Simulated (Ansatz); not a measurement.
# Phases of Te at 87 GPa

Structure types of Te are relaxed in primitive cells with their symmetry kept at 87 GPa, first on PAW files, then by LAPW. The enthalpy is E + pV at zero temperature, without zero-point motion. Only the types listed were tried, and differences under about 5 meV/atom are mesh noise. The real phase may be another.

All numbers are PBE results (scalar-relativistic) from Ansatz 0.2.0, with Fermi–Dirac smearing of 0.08 eV, no spin polarisation. Methods: LAPW: all electrons, basis error target 0.5 meV/atom; PAW: frozen-core files, cutoff 420 eV.

k meshes: bcc 16×16×16, hcp 15×15×8, simple hexagonal 16×16×14, omega 8×8×11, A7 13×13×13.

Spin–orbit coupling is left out, which matters for the heavy atoms.

Task: Which type is lowest in enthalpy, and by how much?

Result: fcc, 31 meV/atom below bcc. The whole table:

```json
{"start type": "bcc", "ends as": "bcc, Im-3m", "a, b, c (Å)": "3.263, 3.263, 3.263", "V (Å³/atom)": "17.36", "H − H(lowest), LAPW (meV/atom)": "31.0", "same, PAW": "31.1"}
{"start type": "hcp", "ends as": "hcp, P6_3/mmc", "a, b, c (Å)": "2.952, 2.952, 4.572", "V (Å³/atom)": "17.25", "H − H(lowest), LAPW (meV/atom)": "33.4", "same, PAW": "33.5"}
{"start type": "simple hexagonal", "ends as": "simple hexagonal, P6/mmm", "a, b, c (Å)": "2.833, 2.833, 2.648", "V (Å³/atom)": "18.40", "H − H(lowest), LAPW (meV/atom)": "758.6", "same, PAW": "758.9"}
{"start type": "omega", "ends as": "omega, P6/mmm", "a, b, c (Å)": "4.687, 4.687, 2.762", "V (Å³/atom)": "17.52", "H − H(lowest), LAPW (meV/atom)": "184.2", "same, PAW": "184.4"}
{"start type": "A7", "ends as": "fcc, Fm-3m", "a, b, c (Å)": "4.094, 4.094, 4.094", "V (Å³/atom)": "17.16", "H − H(lowest), LAPW (meV/atom)": "0.0", "same, PAW": "0.0"}
```

Task: Split the lead of fcc over bcc into energy and pV.

Result: For bcc less fcc: ΔE = -80.1 meV/atom, and p·ΔV = 87 GPa × +0.2045 Å³ × 6.242 meV/(GPa·Å³) = +111.0 meV/atom, together 30.9 meV/atom. fcc wins by its smaller volume, against the internal energy.
